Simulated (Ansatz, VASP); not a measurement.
# One calculation of Al, two programs

```
Al
1.0
     2.85715    0.00000    0.00000
     0.00000    2.85715    0.00000
     0.00000    0.00000   18.04062
Al
3
Direct
  0.50000 0.50000 0.38801
  0.00000 0.00000 0.50359
  0.50000 0.50000 0.61944
```

Alike in both runs: functional PBE; k mesh 10 × 10 × 1; occupations gaussian, width 0.1 eV; no spin polarisation.

Ansatz relaxed the structure, and its values are those at the end. VASP's run is a single point on that final structure, the one shown.

```csv
,VASP,Ansatz
version,VASP 6.6.1,Ansatz 0.2.0
potentials or method,"VASP PAW PBE potentials, release 64 (Al)","scalar-relativistic, plane waves, PAW"
plane-wave cutoff (eV),520,420
valence electrons in the cell,9,9
```

|  | VASP | Ansatz | Ansatz less VASP |
| --- | --- | --- | --- |
| gap on the k mesh at the Fermi level (eV) | none | none | - |
| rms of the force components (eV/Å) | 0.013 | 0.012 | -0.0012 |
| work function, face that differs most (eV) | 4.38 | 4.51 | +0.125 |

A gap of «none» marks a metal or a gap that the smearing closes. With one functional, cell and mesh, what is left measures potentials, basis and numerics.
